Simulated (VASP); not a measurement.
Write the native input for VASP 6.6.1 that does the following.

```yaml
Task: single point
Functional: PBE
Potentials_or_basis: VASP PAW PBE potentials, release 64 (Nb_sv)
Cutoff: 520 eV
k_mesh: 11 × 11 × 11
Occupations: gaussian, width 0.028 eV
Spin: no spin polarisation
Further_INCAR_settings: ALGO = Normal; EDIFF = 1e-07; NBANDS = 12
```

The structure of Nb lies in POSCAR:

```
Nb
1.0
   -1.6639500000      1.6639500000      1.6639500000
    1.6639500000     -1.6639500000      1.6639500000
    1.6639500000      1.6639500000     -1.6639500000
Nb
1
Direct
    0.0000000000      0.0000000000      0.0000000000
```

One way to write it, as run:

INCAR

```
  ALGO = Normal
  EDIFF = 1E-7
  ENCUT = 520
  GGA = PE
  ISIF = 2
  ISMEAR = 0
  LASPH = True
  LCHARG = False
  LREAL = False
  LWAVE = False
  NBANDS = 12
  NELM = 80
  PREC = Accurate
  SIGMA = 0.028000000000000004
```

KPOINTS

```
k-points
0
Gamma
  11 11 11
```

Potentials or basis: VASP PAW PBE potentials, release 64 (Nb_sv).

The run is started by

```console
$ cat potpaw_PBE.64/Nb_sv/POTCAR > POTCAR
$ mpirun -np 1 vasp_std > vasp.out
```

It gave:

The pressure is -2.1 GPa and the band gap on the k mesh is none (metal or under the smearing width).

It took 8 s on 1 thread of Intel(R) Xeon(R) 6975P-C (Granite Rapids), on a shared host, peak memory 0.14 GiB.
